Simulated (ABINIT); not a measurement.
# ZnS (F-43m) in ABINIT: settings compared

The runs below take ZnS through band structure, equation of state, with LDA, PBE+D3(BJ).

All numbers are computed with ABINIT 10.8.3 (patched build); they aren't measurements. Logs are shortened: lines on timing, memory, paths and dates and some standing lists are left out, and cuts for length are marked. The log counts tension as positive stress, the text compression.

**The experiment to reproduce.**

“Electronic, vibrational, and thermodynamic properties of ZnS (zincblende and rocksalt structure)”, 2009, arxiv:0911.5022 quotes, for a bulk crystal of ZnS: band gap 3.85 eV (direct) at 19 K; bulk modulus 76.9 GPa.

The runs below are set against these values where they give the same quantity.

### Step 1. The crystal as given

The structure is cubic, space group F-43m (No. 216). Conventional cell: a = 5.404 Å, b = 5.404 Å, c = 5.404 Å, α = 90.00°, β = 90.00°, γ = 90.00°. Zn (site symmetry -43m) has 4 S at 2.34 Å as nearest neighbours. S (site symmetry -43m) is surrounded by 4 Zn at 2.34 Å.

### Step 2. Band structure, LDA

The input, run.abi:

```
# Datasets: ground state, then fixed potential
ndtset 2

# Pseudopotentials
pp_dirpath "./"
pseudos "Zn.LDA_PW-JTH.xml, S.LDA_PW-JTH.xml"

# Structure
acell 3*1.0 Angstrom
rprim
     0.0000000000     2.7020000000     2.7020000000
     2.7020000000     0.0000000000     2.7020000000
     2.7020000000     2.7020000000     0.0000000000
ntypat 2
znucl 30 16
natom 2
typat 1 2
xred
     0.7500000000     0.7500000000     0.7500000000
     0.0000000000     0.0000000000     0.0000000000

# Plane-wave basis
ecut 20.0
pawecutdg 40.0

# Exchange and correlation
ixc 7

# Bands and occupations
occopt 3
tsmear 0.05 eV

# SCF cycle
nstep 100

# Output
iomode 3
prtwf 0
prteig 0
prtebands 0
enunit 2
prtden1 1

# Dataset 1
kptopt1 1
ngkpt1 9 9 9
nshiftk1 1
shiftk1 0.0 0.0 0.0
nband1 13
tolvrs1 1.0e-9

# Dataset 2: bands along G-X-W-K-G-L-U-W-L-K
iscf2 -2
getden2 1
nband2 17
nbdbuf2 2
tolwfr2 1.0e-12
kptopt2 -9
ndivsm2 5
prteig2 1
kptbounds2
     0.0000000000     0.0000000000     0.0000000000
     0.5000000000     0.0000000000     0.5000000000
     0.5000000000     0.2500000000     0.7500000000
     0.3750000000     0.3750000000     0.7500000000
     0.0000000000     0.0000000000     0.0000000000
     0.5000000000     0.5000000000     0.5000000000
     0.6250000000     0.2500000000     0.6250000000
     0.5000000000     0.2500000000     0.7500000000
     0.5000000000     0.5000000000     0.5000000000
     0.3750000000     0.3750000000     0.7500000000
```

Potentials or basis: JTH PAW LDA v2.0.

On the command line:

```
abinit run.abi > log 2>&1
```

run.abo:

```text
.Version 10.8.3 of ABINIT
 DATASET    1 : space group F-4 3 m (#216); Bravais cF (face-center cubic)
================================================================================
 Values of the parameters that define the memory need for DATASET  1.
     intxc =       0    ionmov =       0      iscf =      17    lmnmax =      18
     lnmax =       6     mgfft =      30  mpssoang =       3    mqgrid =    3001
     natom =       2  nloc_mem =       2    nspden =       1   nspinor =       1
    nsppol =       1      nsym =      24    n1xccc =       1    ntypat =       2
    occopt =       3   xclevel =       1
       mpw =        1153          nfft =       27000          nkpt =          35
 PAW method is used; the additional fine FFT grid is defined by:
   mgfftf=        45    nfftf =     91125
================================================================================
================================================================================

 DATASET    2 : space group F-4 3 m (#216); Bravais cF (face-center cubic)
================================================================================
 Values of the parameters that define the memory need for DATASET  2.
     intxc =       0    ionmov =       0      iscf =      -2    lmnmax =      18
     lnmax =       6     mgfft =      30  mpssoang =       3    mqgrid =    3001
     natom =       2  nloc_mem =       2    nspden =       1   nspinor =       1
    nsppol =       1      nsym =      24    n1xccc =       1    ntypat =       2
    occopt =       3   xclevel =       1
       mpw =        1154          nfft =       27000          nkpt =          87
 PAW method is used; the additional fine FFT grid is defined by:
   mgfftf=        45    nfftf =     91125
================================================================================
================================================================================

--------------------------------------------------------------------------------
------------- Echo of variables that govern the present computation ------------
--------------------------------------------------------------------------------
 -outvars: echo values of preprocessed input variables --------
            acell      1.8897261259E+00  1.8897261259E+00  1.8897261259E+00 Bohr
              amu      6.53900000E+01  3.20660000E+01
             ecut      2.00000000E+01 Hartree
           enunit           2
           getden1          0
           getden2          1
             iscf1         17
             iscf2         -2
[... 971 lines left out ...]
 kpt#   3, nband= 17, wtk=  1.00000, kpt=  0.0714  0.0000  0.0714 (reduced coord)
  -0.29101   -0.04893   -0.04821   -0.04821   -0.03109   -0.03075    0.17162    0.18419
   0.18419    0.27705    0.40798    0.42621    0.42621    0.58821    0.61841    0.62945
   0.72220
 kpt#   4, nband= 17, wtk=  1.00000, kpt=  0.1071  0.0000  0.1071 (reduced coord)
  -0.28862   -0.04922   -0.04763   -0.04763   -0.03134   -0.03058    0.15623    0.17799
   0.17799    0.29408    0.39731    0.43558    0.43558    0.56482    0.62131    0.64887
   0.73123
 kpt#   5, nband= 17, wtk=  1.00000, kpt=  0.1429  0.0000  0.1429 (reduced coord)
[... 316 lines left out ...]
  -0.25084   -0.04471   -0.04078   -0.03350   -0.03000   -0.02010    0.01032    0.08844
   0.13546    0.34649    0.41731    0.49620    0.49842    0.59282    0.63562    0.73794
   0.76400
 kpt#  85, nband= 17, wtk=  1.00000, kpt=  0.4028  0.4028  0.6944 (reduced coord)
  -0.24920   -0.04494   -0.03986   -0.03383   -0.02995   -0.01916    0.01394    0.07840
   0.13044    0.34256    0.41807    0.50196    0.51502    0.58048    0.63249    0.75471
   0.78881
 kpt#  86, nband= 17, wtk=  1.00000, kpt=  0.3889  0.3889  0.7222 (reduced coord)
  -0.24790   -0.04526   -0.03907   -0.03418   -0.02982   -0.01823    0.01590    0.07297
   0.12598    0.33788    0.41240    0.51457    0.53033    0.57179    0.63329    0.76107
   0.81355
 kpt#  87, nband= 17, wtk=  1.00000, kpt=  0.3750  0.3750  0.7500 (reduced coord)
  -0.24713   -0.04564   -0.03851   -0.03466   -0.02960   -0.01782    0.01638    0.07289
   0.12234    0.33374    0.40264    0.52566    0.54229    0.57156    0.63950    0.75646
   0.80451
 Eigenvalues (   eV  ) for nkpt=  87  k points:
 kpt#   1, nband= 17, wtk=  1.00000, kpt=  0.0000  0.0000  0.0000 (reduced coord)
  -7.97170   -1.32443   -1.32443   -1.32443   -0.84029   -0.84029    5.16003    5.16003
   5.16003    7.00378   11.38124   11.38124   11.38124   16.65433   16.76530   16.76530
  19.45299
 kpt#   2, nband= 17, wtk=  1.00000, kpt=  0.0357  0.0000  0.0357 (reduced coord)
  -7.95835   -1.32623   -1.32123   -1.32123   -0.84177   -0.83935    5.01328    5.12179
   5.12179    7.16259   11.30642   11.43666   11.43666   16.53996   16.77948   16.78133
  19.50284
 kpt#   3, nband= 17, wtk=  1.00000, kpt=  0.0714  0.0000  0.0714 (reduced coord)
  -7.91870   -1.33142   -1.31184   -1.31184   -0.84608   -0.83663    4.66999    5.01196
   5.01196    7.53901   11.10180   11.59776   11.59776   16.00600   16.82781   17.12834
  19.65197
 kpt#   4, nband= 17, wtk=  1.00000, kpt=  0.1071  0.0000  0.1071 (reduced coord)
  -7.85388   -1.33932   -1.29620   -1.29620   -0.85285   -0.83219    4.25111    4.84325
   4.84325    8.00221   10.81139   11.85286   11.85286   15.36955   16.90683   17.65671
  19.89778
 kpt#   5, nband= 17, wtk=  1.00000, kpt=  0.1429  0.0000  0.1429 (reduced coord)
[... 317 lines left out ...]
   3.68605    9.42855   11.35565   13.50231   13.56277   16.13151   17.29616   20.08029
  20.78946
 kpt#  85, nband= 17, wtk=  1.00000, kpt=  0.4028  0.4028  0.6944 (reduced coord)
  -6.78113   -1.22302   -1.08461   -0.92043   -0.81505   -0.52146    0.37928    2.13332
   3.54948    9.32152   11.37635   13.65907   14.01445   15.79563   17.21101   20.53683
  21.46448
 kpt#  86, nband= 17, wtk=  1.00000, kpt=  0.3889  0.3889  0.7222 (reduced coord)
  -6.74560   -1.23156   -1.06323   -0.93009   -0.81143   -0.49611    0.43267    1.98572
   3.42805    9.19406   11.22203   14.00226   14.43090   15.55925   17.23271   20.70966
  22.13787
 kpt#  87, nband= 17, wtk=  1.00000, kpt=  0.3750  0.3750  0.7500 (reduced coord)
  -6.72470   -1.24191   -1.04780   -0.94319   -0.80554   -0.48482    0.44574    1.98352
   3.32899    9.08142   10.95629   14.30399   14.75657   15.55303   17.40177   20.58443
  21.89175

== END DATASET(S) ==============================================================
================================================================================

 -outvars: echo values of variables after computation  --------
            acell      1.8897261259E+00  1.8897261259E+00  1.8897261259E+00 Bohr
           etotal1    -7.4947779903E+01
            fcart1    -2.6779243885E-30 -6.1798255119E-31  3.9138894909E-30
                       2.6779243885E-30  6.1798255119E-31 -3.9138894909E-30
            rprim      0.0000000000E+00  2.7020000000E+00  2.7020000000E+00
                       2.7020000000E+00  0.0000000000E+00  2.7020000000E+00
                       2.7020000000E+00  2.7020000000E+00  0.0000000000E+00
           strten1     1.7183416275E-04  1.7183416275E-04  1.7183416275E-04
                       0.0000000000E+00  0.0000000000E+00  0.0000000000E+00
           xangst      4.0530000000E+00  4.0530000000E+00  4.0530000000E+00
                       0.0000000000E+00  0.0000000000E+00  0.0000000000E+00
             xred      7.5000000000E-01  7.5000000000E-01  7.5000000000E-01
                       0.0000000000E+00  0.0000000000E+00  0.0000000000E+00
 Calculation completed.
```

It took 58 s on 1 thread of Intel Xeon Platinum 8488C (Sapphire Rapids), shared host; peak memory 0.11 GiB.

What came out:

```
Free energy                                           : -2039.4330 eV
Band gap on the k mesh                                : 1.84 eV, direct
Valence electrons inside the program's atomic spheres : Zn 10.81; S 3.59
```

Levels at the corners of the path, in eV from the valence-band top:
```
point  band 5  band 6  band 7  band 8  band 9  band 10  band 11  band 12  band 13  band 14
    Γ   -6.00   -6.00    0.00    0.00    0.00     1.84     6.22     6.22     6.22    11.49
    X   -5.93   -5.78   -4.67   -2.25   -2.25     3.18     3.88    10.69    11.73    11.73
    W   -6.04   -5.59   -4.68   -2.80   -2.77     5.52     5.88     7.65     8.00    12.19
    K   -5.97   -5.64   -4.71   -3.18   -1.83     3.92     5.80     9.14     9.60    10.39
    Γ   -6.00   -6.00    0.00    0.00    0.00     1.84     6.22     6.22     6.22    11.49
    L   -5.97   -5.79   -5.39   -0.88   -0.88     3.08     6.76     6.76     8.62    11.83
    U   -5.97   -5.64   -4.71   -3.18   -1.83     3.92     5.80     9.14     9.60    10.39
    W   -6.04   -5.59   -4.68   -2.80   -2.77     5.52     5.88     7.65     8.00    12.19
    L   -5.97   -5.79   -5.39   -0.88   -0.88     3.08     6.76     6.76     8.62    11.83
    K   -5.97   -5.64   -4.71   -3.18   -1.83     3.92     5.80     9.14     9.60    10.39
```

Caveat: the cutoff is too short for stress, so the log's stress isn't used.

### Step 3. Equation of state, PBE+D3(BJ)

The input, run.abi:

```
# Datasets: one volume each
ndtset 7
getwfk -1
scalecart1 3*0.9795861087
scalecart2 3*0.9864848297
scalecart3 3*0.9932883884
scalecart4 3*1.0000000000
scalecart5 3*1.0066227096
scalecart6 3*1.0131594038
scalecart7 3*1.0196128224

# Pseudopotentials
pp_dirpath "./"
pseudos "Zn.GGA_PBE-JTH.xml, S.GGA_PBE-JTH.xml"

# Structure
acell 3*1.0 Angstrom
rprim
     0.0000000000     2.7020000000     2.7020000000
     2.7020000000     0.0000000000     2.7020000000
     2.7020000000     2.7020000000     0.0000000000
ntypat 2
znucl 30 16
natom 2
typat 1 2
xred
     0.7500000000     0.7500000000     0.7500000000
     0.0000000000     0.0000000000     0.0000000000

# Plane-wave basis
ecut 544.227725 eV
pawecutdg 40.0

# k points
kptopt 1
ngkpt 9 9 9
nshiftk 1
shiftk 0.0 0.0 0.0

# Exchange and correlation
ixc 11
vdw_xc 7

# Bands and occupations
nband 13
occopt 3
tsmear 0.05 eV

# SCF cycle
nstep 100
tolvrs 1.0e-9

# Output
iomode 3
prtwf 1
prtden 0
prteig 0
prtebands 0
enunit 1
```

Potentials or basis: JTH PAW PBE v2.0.

On the command line:

```
abinit run.abi > log 2>&1
```

Run time: 3.4 min. Hardware: 1 thread of Intel Xeon Platinum 8488C (Sapphire Rapids), shared host; peak memory 0.15 GiB.

It converged, with:

```
Equilibrium volume                      : 19.41 Å³/atom
Bulk modulus                            : 77 GPa
Pressure derivative of the bulk modulus : 4.5
```

Energy against volume, from the lowest point:
| volume (Å³/atom) | energy (meV/atom) |
| --- | --- |
| 18.543 | 9.95 |
| 18.938 | 2.77 |
| 19.332 | 0.00 |
| 19.727 | 1.16 |
| 20.121 | 5.89 |
| 20.516 | 13.75 |
| 20.910 | 24.43 |

Caveat: the cutoff is too short for stress, so the log's stress isn't used; pressures at fixed basis lie under the slope of the energies.

### Step 4. How close it comes

Step 2. A measured gap of ZnS is 3.85 eV (direct; 19 K; quoted in “Electronic, vibrational, and thermodynamic properties of ZnS (zincblende and rocksalt structure)”, 2009, arxiv:0911.5022); the calculated 1.84 eV misses it by -2.01 eV. So large a miss can be the level of theory's own, or it may mean another phase, state or a wrong row. The value is that of LDA, without temperature or zero-point motion. Semilocal functionals fall short of measured gaps as a rule.

Step 3. A measured bulk modulus of ZnS is 76.9 GPa (quoted in “Electronic, vibrational, and thermodynamic properties of ZnS (zincblende and rocksalt structure)”, 2009, arxiv:0911.5022); the calculated 77 GPa misses it by +0.4 %. The fit is for a static lattice scaled at fixed shape and fixed fractional positions.
